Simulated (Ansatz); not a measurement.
## Ba and its substituted relatives

Level of theory: DFT PBE, scalar-relativistic, plane waves, PAW in Ansatz 0.2.0. (420 eV cutoff, 12×12×12 k-mesh, Gaussian smearing of 0.10 eV, no spin polarisation)

The relaxed crystal:

Space group Fm-3m (No. 225). a = 6.345 Å, b = 6.345 Å, c = 6.345 Å, α = 90.00°, β = 90.00°, γ = 90.00°
```csv
atom,site,symmetry,x,y,z
Ba,4a,m-3m,0.0000,0.0000,0.0000
```

Each substitution replaces an element on all its sites; cell and atoms are then relaxed within the symmetry of the start. The crystals needn't be the stable forms of their compositions. Mesh and smearing follow each crystal's size and gap, and all runs are without spin polarisation.

Energies of formation count from the elements' standard states in the same functional (gases as molecules, bromine and mercury as crystals, carbon as graphite, phosphorus as black phosphorus), at zero temperature and without zero-point motion.

Spin-orbit coupling is left out, which matters for the bands and energies of heavy elements.

Task: Rank these by volume per atom, smallest first.
A. Mg (Ba→Mg)
B. Zn (Ba→Zn)
C. Ca (Ba→Ca)
D. Ba (the start)
E. Cu (Ba→Cu)
F. Sr (Ba→Sr)
G. Sn (Ba→Sn)

Result: E (11.95 Å³), B (15.16 Å³), A (23.15 Å³), G (28.00 Å³), C (42.19 Å³), F (54.59 Å³), D (63.85 Å³).

Task: Rank them by formation energy in this structure, most negative first. Some lie within 10 meV/atom of each other, which is a tie at this accuracy.
A. Ca (Ba→Ca)
B. Sn (Ba→Sn)
C. Cu (Ba→Cu)
D. Zn (Ba→Zn)
E. Ba (the start)
F. Sr (Ba→Sr)
G. Mg (Ba→Mg)

Result: C (0.000 eV/atom), A (0.001 eV/atom), F (0.002 eV/atom), G (0.013 eV/atom), E (0.016 eV/atom), D (0.024 eV/atom), B (0.062 eV/atom).